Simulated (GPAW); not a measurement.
# WS2 in GPAW: band structure with r2SCAN

Aim: the band structure of WS2 with r2SCAN.

Program: GPAW 26.7.0. These are calculated values, not measurements. Logs are shortened: lines on timing, memory, paths and dates and some standing lists are left out, and cuts for length are marked. The log counts tension as positive stress, the text compression.

## (1) Starting point

The cell holds a slab with vacuum, 6 atoms: a = 3.183 Å, b = 3.183 Å, c = 23.669 Å, α = 90.00°, β = 90.00°, γ = 120.00°.

## (2) Band structure, r2SCAN

Contents of run.py:

```python
from ase import Atoms
from ase.dft.bandgap import bandgap
from ase.io import write
from ase.units import GPa
from gpaw import GPAW, PW

atoms = Atoms(['W', 'W', 'S', 'S', 'S', 'S'],
              cell=[[3.1832085602, 0.0, 0.0],
                    [-1.5916042801, 2.7567394786, 0.0],
                    [0.0, 0.0, 23.66876325]],
              scaled_positions=[[0.6666666667, 0.3333333333, 0.36268246],
                                [0.3333333333, 0.6666666667, 0.63731754],
                                [0.6666666667, 0.3333333333, 0.70318389],
                                [0.3333333333, 0.6666666667, 0.42855817],
                                [0.6666666667, 0.3333333333, 0.57144183],
                                [0.3333333333, 0.6666666667, 0.29681611]],
              pbc=True)

calc = GPAW(mode=PW(600),
            xc='MGGA_X_R2SCAN+MGGA_C_R2SCAN',
            kpts={'size': (6, 6, 1), 'gamma': True},
            occupations={'name': 'fermi-dirac', 'width': 0.05},
            nbands=46,
            convergence={'density': 1e-05, 'energy': 1e-05},
            maxiter=150,
            txt='gpaw.txt')
atoms.calc = calc
energy = atoms.get_potential_energy()
forces = atoms.get_forces()
stress = atoms.get_stress()
calc.write('gs.gpw')
write('result.traj', atoms)
print(f'Energy: {energy:.6f} eV')
print('Forces (eV/A):')
print(forces.round(4))
print('Stress (GPa):', (stress / GPa).round(3))
print('Fermi level:', round(calc.get_fermi_level(), 4), 'eV')
print(f'Gap: {bandgap(calc)[0]:.4f} eV, direct: {bandgap(calc, direct=True)[0]:.4f} eV')

path = atoms.cell.bandpath('GMKGALHA,LM,KH', npoints=61, eps=1e-4)
bs_calc = calc.fixed_density(kpts=path, symmetry='off', nbands=79,
                             convergence={'bands': 'CBM+6.0', 'eigenstates': 1e-6}, txt='bands.txt')
bs = bs_calc.band_structure()
bs.write('bs.json')
print(f'Gap on the path: {bandgap(bs_calc)[0]:.4f} eV')
```

Potentials or basis: GPAW PAW data sets (gpaw-data 1.2.1), pw.

Run with:

```console
OMP_NUM_THREADS=1 python run.py
```

gpaw.txt:

```text
__  _  _
 | _ |_)|_||  |
 |__||  | ||/\| - 26.7.0

Input parameters:
  mode=PW(ecut=600.0),
  convergence={'density': 1e-05, 'energy': 1e-05},
  kpts=MonkhorstPack(size=(6, 6, 1), gamma=True),
  maxiter=150,
  nbands=46,
  occupations=Occupations(name='fermi-dirac', width=0.05),
  xc=XC(name='MGGA_X_R2SCAN+MGGA_C_R2SCAN')

Diagonalizing LCAO Hamiltonian
Converting LCAO to pw mode

           S

        W

           S

        S

           W

        S

Atoms  # Å, Bohr magnetons
|   | symbol |         x |        y |         z |    initial magnetic moments |
|---|--------|-----------|----------|-----------|-----------------------------|
| 0 |      W |  1.591604 | 0.918913 |  8.584245 | ( 0.0000,  0.0000,  0.0000) |
| 1 |      W | -0.000000 | 1.837826 | 15.084518 | ( 0.0000,  0.0000,  0.0000) |
| 2 |      S |  1.591604 | 0.918913 | 16.643493 | ( 0.0000,  0.0000,  0.0000) |
| 3 |      S | -0.000000 | 1.837826 | 10.143442 | ( 0.0000,  0.0000,  0.0000) |
| 4 |      S |  1.591604 | 0.918913 | 13.525321 | ( 0.0000,  0.0000,  0.0000) |
| 5 |      S | -0.000000 | 1.837826 |  7.025270 | ( 0.0000,  0.0000,  0.0000) |

Unit cell  # Å
| periodic |         x |        y |         z |   lengths |     angles |
|----------|-----------|----------|-----------|-----------|------------|
|      yes |  3.183209 | 0.000000 |  0.000000 |  3.183209 |  90.000000 |
|      yes | -1.591604 | 2.756739 |  0.000000 |  3.183209 |  90.000000 |
|      yes |  0.000000 | 0.000000 | 23.668763 | 23.668763 | 120.000000 |

Number of symmetries: 12
Symmetry operations  # r_c * U_cc + t_c -> r_c
|    | kind |            matrix            |
|----|------|------------------------------|
|  0 |  σ   |  1, 1, 0,  0,-1, 0,  0, 0, 1 |
|  1 |  S6  |  1, 1, 0, -1, 0, 0,  0, 0,-1 |
|  2 |  E   |  1, 0, 0,  0, 1, 0,  0, 0, 1 |
|  3 |  C2  |  1, 0, 0, -1,-1, 0,  0, 0,-1 |
|  4 |  C2  |  0, 1, 0,  1, 0, 0,  0, 0,-1 |
|  5 |  C3  |  0, 1, 0, -1,-1, 0,  0, 0, 1 |
|  6 |  S6  |  0,-1, 0,  1, 1, 0,  0, 0,-1 |
|  7 |  σ   |  0,-1, 0, -1, 0, 0,  0, 0, 1 |
|  8 |  σ   | -1, 0, 0,  1, 1, 0,  0, 0, 1 |
|  9 |  i   | -1, 0, 0,  0,-1, 0,  0, 0,-1 |
| 10 |  C3  | -1,-1, 0,  1, 0, 0,  0, 0, 1 |
| 11 |  C2  | -1,-1, 0,  0, 1, 0,  0, 0,-1 |

BZ-sampling:
  Number of BZ points: 36
  Number of IBZ points: 7

  Monkhorst-Pack size: [6, 6, 1]
  Monkhorst-Pack shift: [0.08333333333333333, 0.08333333333333333, 0.0]

K-points  # in reciprocal-cell coordinates
|   |                                coordinates |     weight |
|---|--------------------------------------------|------------|
| 0 | (  0.00000000,   0.00000000,   0.00000000) | 0.02777778 |
| 1 | (  0.16666667,   0.00000000,   0.00000000) | 0.16666667 |
| 2 | (  0.33333333,  -0.16666667,   0.00000000) | 0.16666667 |
| 3 | (  0.33333333,   0.00000000,   0.00000000) | 0.16666667 |
| 4 | (  0.33333333,   0.33333333,   0.00000000) | 0.05555556 |
| 5 | (  0.50000000,   0.33333333,   0.00000000) | 0.33333333 |
| 6 | (  0.50000000,   0.50000000,   0.00000000) | 0.08333333 |

Plane wave coefficients: 6975
Cutoff: 600.0 eV

Spin-components: 1 (collinear spins)
Bands:           46
Projectors:      32
Spin-degeneracy: 2
Datatype:        complex128

Parallelization:
  kpt:    1
  domain: 1
  band:   1

Density:
  Valence electrons: 52.0
  Components: 1
  Grid points: [ 18  18 135]
  Charge: 0.0  # |e|

Potential:
  Grid points: [ 18  18 135]

species:
  W:
    name:    Tungsten
    Z:       74.0
    valence: 14
    core:    60
    charge:  0.0  # [|e|]
    compensation charges:
      type: gauss
      rc: 0.40  # [Å]
      lmax: 2
    cutoffs:
      filter: 2.36  # [Å]
      core: 3.02  # [Å]
    projectors
    | kind |    occ | energy [eV] | rcut [Å] |
    |------|--------|-------------|----------|
    |   5s |  2.000 |     -78.830 |    1.344 |
    |   6s |  2.000 |      -5.697 |    1.344 |
    |   5p |  6.000 |     -43.233 |    1.355 |
    |   6p |  0.000 |      -1.367 |    1.355 |
    |   5d |  4.000 |      -4.494 |    1.228 |
    |    d |        |      22.717 |    1.228 |

    Using partial waves for W as LCAO basis

  S:
    name:    Sulfur
    Z:       16.0
    valence: 6
    core:    10
    charge:  0.0  # [|e|]
    compensation charges:
      type: gauss
      rc: 0.24  # [Å]
      lmax: 2
    cutoffs:
      filter: 1.77  # [Å]
      core: 1.66  # [Å]
    projectors
    | kind |    occ | energy [eV] | rcut [Å] |
    |------|--------|-------------|----------|
    |   3s |  2.000 |     -17.254 |    0.974 |
    |   3p |  4.000 |      -7.008 |    0.979 |
    |    s |        |       9.957 |    0.974 |
    |    p |        |      20.203 |    0.979 |
    |    d |        |       0.000 |    0.900 |

    Using partial waves for S as LCAO basis

Reference energy: -920973.822900  # eV

eigensolver:
  PPCG
  Converge bands: occupied
  niter=2

density mixing:
  MSR1-Mixer
  Pratt-step length: 0.05
  Maximum mixing coefficient: 0.75
  Old densities: 10
  SVD Regularization: 0.005
  Good broyden scale: 1.0
  Trust region scale: 1.0
  Backstep threshold: 4.0
  History deletion threshold: 6.0
  Fourier metric: weight=20.0, sigma=0.015

occupation numbers:
  Fermi-Dirac:
    width: 0.0500  # eV

poisson solver:
  ecut: 4800.0  # eV

xc functional:
  name: MGGA_X_R2SCAN+MGGA_C_R2SCAN with 2 nearest neighbor stencil

convergence criteria:
- Maximum integral of absolute [dens]ity change: 1e-05 electrons / valence electron
- Maximum [total energy] change in last 3 cyles: 1e-05 eV / valence electron
- Maximum integral of absolute [eigenst]ate change: 4e-08 eV^2 / valence electron
maximum number of iterations: 150

SCF iterations
|iter     | |      energy | eigst |  dens |
|---------|-|-------------|-------|-------|
|iter:   1| |  -99.040047 | +0.41 |       |
|iter:   2| |  -87.674500 | -1.06 | -1.21 |
|iter:   3| |  -87.960273 | -1.27 | -1.23 |
|iter:   4| |  -87.972350 | -1.72 | -1.35 |
|iter:   5| |  -87.811330 | -1.70 | -1.47 |
|iter:   6| |  -87.524893 | -2.29 | -1.66 |
|iter:   7| |  -87.536638 | -3.12 | -2.12 |
|iter:   8| |  -87.537223 | -3.82 | -2.70 |
|iter:   9| |  -87.537335 | -4.59 | -3.19 |
|iter:  10| |  -87.537334c| -5.19 | -3.80 |
|iter:  11| |  -87.537335c| -5.71 | -4.40 |
|iter:  12| |  -87.537335c| -6.17 | -4.95 |
|iter:  13| |  -87.537335c| -6.62 | -5.49c|
|iter:  14| |  -87.537335c| -7.05 | -6.15c|
|iter:  15| |  -87.537335c| -7.44c| -6.65c|

Converged in 15 steps
Energy contributions relative to reference atoms: (reference = -920973.822900)

Energy contributions:
  Kinetic:          32.386110
  Coulomb:         -35.875953
  Zero:             -0.122737
  External:          0.000000
  Xc:              -83.924755
  Entropy:          -0.000000
  Spinorbit:         0.000000
  ----------------------------
  Free energy:     -87.537336
  Extrapolated:    -87.537335

dipole moment: (0.000004, 0.000006, 0.000055)  # |e|*Ang

Fermi level: 2.305
Eigenvalues  # (at kpt = [0.000, 0.000, 0.000])
| band index |      eig [eV] | occ [0-2] |
|------------|---------------|-----------|
|          0 |       -74.567 |     2.000 |
|        ... |               |           |
|         18 |        -1.377 |     2.000 |
|         19 |        -0.586 |     2.000 |
|         20 |        -0.563 |     2.000 |
|         21 |        -0.563 |     2.000 |
|         22 |        -0.551 |     2.000 |
|         23 |        -0.551 |     2.000 |
[... 8 lines left out ...]
|         32 |         4.486 |     0.000 |
|         33 |         4.486 |     0.000 |
|        ... |               |           |
|         45 |        12.222 |     0.000 |

Gap: 1.557 eV
Transition (v -> c):
  (s=0, k=0, n=25, [0.00, 0.00, 0.00]) -> (s=0, k=4, n=26, [0.33, 0.33, 0.00])
Direct/indirect transitions are different
Direct gap: 1.894 eV
Transition at: (s=0, k=4, n=25, [0.33, 0.33, 0.00])

Forces  # eV/Ang
|        x |        y |        z |
|----------|----------|----------|
|  0.00000 |  0.00000 | -0.00814 |  # W    0
|  0.00000 | -0.00000 |  0.00814 |  # W    1
| -0.00000 | -0.00000 | -0.00863 |  # S    2
| -0.00000 |  0.00000 | -0.00553 |  # S    3
|  0.00000 | -0.00000 |  0.00553 |  # S    4
| -0.00000 |  0.00000 |  0.00863 |  # S    5

Stress tensor  # eV/Ang^3
|        x |         y |         z |
|----------|-----------|-----------|
| 0.000345 |  0.000000 |  0.000000 |
| 0.000000 |  0.000345 | -0.000000 |
| 0.000000 | -0.000000 |  0.000346 |

# Writing to gs.gpw (mode='')
```

Wall time 39 min (1 thread of Intel Xeon at 2.50GHz (Skylake/Cascade Lake), shared host); peak memory 1.1 GiB.

Results:

* Free energy: -87.5373 eV
* Largest force: 0.009 eV/Å
* Band gap on the k mesh: 1.56 eV, indirect (least direct gap 1.89 eV)
* Band gap along the path: 1.56 eV, indirect (least direct gap 1.89 eV)

Forces on the atoms (eV/Å):
```
W    0.000  0.000 -0.008
W    0.000  0.000  0.008
S    0.000  0.000 -0.009
S    0.000  0.000 -0.006
S    0.000  0.000  0.006
S    0.000  0.000  0.009
```

Levels at the corners of the path, in eV from the valence-band top:
| point | band 22 | band 23 | band 24 | band 25 | band 26 | band 27 | band 28 | band 29 | band 30 | band 31 |
| --- | --- | --- | --- | --- | --- | --- | --- | --- | --- | --- |
| Γ | -2.13 | -2.11 | -2.11 | -0.49 | 0.00 | 2.75 | 2.75 | 2.75 | 2.75 | 2.88 |
| M | -2.56 | -1.80 | -1.75 | -1.33 | -1.28 | 2.64 | 2.65 | 3.07 | 3.15 | 3.92 |
| K | -3.75 | -2.83 | -2.83 | -0.39 | -0.34 | 1.56 | 1.56 | 3.04 | 3.45 | 3.94 |
| Γ | -2.13 | -2.11 | -2.11 | -0.49 | 0.00 | 2.75 | 2.75 | 2.75 | 2.75 | 2.88 |
| A | -2.13 | -2.11 | -2.11 | -0.49 | 0.00 | 2.75 | 2.75 | 2.75 | 2.75 | 2.88 |
| L | -2.56 | -1.80 | -1.75 | -1.33 | -1.28 | 2.64 | 2.65 | 3.07 | 3.15 | 3.92 |
| H | -3.75 | -2.83 | -2.83 | -0.39 | -0.34 | 1.56 | 1.56 | 3.04 | 3.45 | 3.94 |
| A | -2.13 | -2.11 | -2.11 | -0.49 | 0.00 | 2.75 | 2.75 | 2.75 | 2.75 | 2.88 |
| L | -2.56 | -1.80 | -1.75 | -1.33 | -1.28 | 2.64 | 2.65 | 3.07 | 3.15 | 3.92 |
| M | -2.56 | -1.80 | -1.75 | -1.33 | -1.28 | 2.64 | 2.65 | 3.07 | 3.15 | 3.92 |
| K | -3.75 | -2.83 | -2.83 | -0.39 | -0.34 | 1.56 | 1.56 | 3.04 | 3.45 | 3.94 |
| H | -3.75 | -2.83 | -2.83 | -0.39 | -0.34 | 1.56 | 1.56 | 3.04 | 3.45 | 3.94 |

Caveat: the PAW data sets were made with another functional, which shifts forces and pressure a little; spin-orbit coupling is left out, which moves the levels of the heavy elements.
